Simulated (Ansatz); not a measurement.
The system is NaH.

```xyz
2
Lattice="2.9551 0.0000 0.0000 0.0000 2.9551 0.0000 0.0000 0.0000 2.9551" Properties=species:S:1:pos:R:3 pbc="T T T"
Na    0.0000    0.0000    0.0000
H     1.4776    1.4776    1.4776
```

The cell comes from a database or a generator and needn't be the stable form of this composition.

- Program: Ansatz 0.2.0
- Task: single point
- Functional: PBE
- Potentials or basis: Ansatz PAW
- Cutoff: 420 eV (not typed: the program's choice for these potentials)
- k mesh: 9 × 9 × 9
- Occupations: fermi-dirac, width 0.05 eV
- Spin: no spin polarisation

On this cell: pressure 0.2 GPa; largest force zero by symmetry; band gap on the k mesh 1.50 eV, indirect (least direct gap 4.81 eV).

The same run follows on a disturbed copy (atoms moved at random, drawn with an rms of 0.05 Å):

```xyz
2
Lattice="2.9551 0.0000 0.0000 0.0000 2.9551 0.0000 0.0000 0.0000 2.9551" Properties=species:S:1:pos:R:3 pbc="T T T"
Na    0.0305    0.0387    0.0157
H     1.4935    1.4838    1.4508
```

Q: What does the disturbed cell give?

A: The energy moves by +0.3 meV/atom; pressure 0.2 GPa; largest force 0.023 eV/Å; band gap on the k mesh 1.50 eV, indirect (least direct gap 4.81 eV).

Forces on the atoms (eV/Å):
```
Na  -0.006 -0.014 -0.018
H    0.006  0.014  0.018
```

Caveats: odd divisions of the mesh miss points on the zone boundary, where band edges often lie, so the gap on the mesh can be too wide.

A k mesh can miss the band edges.
